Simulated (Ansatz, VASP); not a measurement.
## One calculation of Ti, two programs

The input INCAR:

```
  PREC = Accurate
  ENCUT = 520
  EDIFF = 1E-6
  ISMEAR = -1
  SIGMA = 0.1
  LREAL = False
  LASPH = True
  NELM = 80
  ALGO = Normal
  ISIF = 2
  LWAVE = False
  LCHARG = False
  GGA = PS
  NBANDS = 12
```

Contents of KPOINTS:

```
regular mesh
0
Gamma
  14 14 14
```

The input POSCAR:

```
Ti
1.0
    2.6672715387      0.0000000000      0.0000000000
    0.0000000000      2.6672715387      0.0000000000
    0.0000000000      0.0000000000      2.6672715387
Ti
1
Direct
    0.0000000000      0.0000000000      0.0000000000
```

Input for Ansatz:

```yaml
crystal:
  lattice:
    - [2.6672715387, 0.0, 0.0]
    - [0.0, 2.6672715387, 0.0]
    - [0.0, 0.0, 2.6672715387]
  atoms:
    - { symbol: Ti, position: [0.0, 0.0, 0.0] }
hamiltonian:
  xc: pbesol
  pseudopotentials:
    kind: paw
    azcp:
      Ti: "pseudopotentials/Ti.paw.azcp"
basis:
  ecutwfc: 420
  fft_grid_basis: typed
kpoints:
  mp_grid: { grid: [14, 14, 14], shift: [0, 0, 0] }
magnetization:
  spin_polarized: false
scf:
  occupations: { method: fermi_dirac, width: 0.1 }
  lower_state_search: "off"
output:
  stress: true
```

Alike in both runs: task single point; functional PBEsol; k mesh 14 × 14 × 14; occupations fermi-dirac, width 0.1 eV; no spin polarisation.

|  | VASP | Ansatz |
| --- | --- | --- |
| version | VASP 6.6.1 | Ansatz 0.2.0 |
| potentials or method | VASP PAW PBE potentials, release 64 (Ti_sv) | plane waves (420 eV) with PAW, scalar-relativistic |
| plane-wave cutoff (eV) | 520 | 420 |
| valence electrons in the cell | 12 | 12 |

```tsv
	VASP	Ansatz	Ansatz less VASP
pressure (GPa)	-6.0	-5.9	+0.10
```

Ansatz warned: «pseudo_functional_mismatch».

Caveats: the PAW data sets were made with another functional, which shifts forces and pressure a little (VASP).
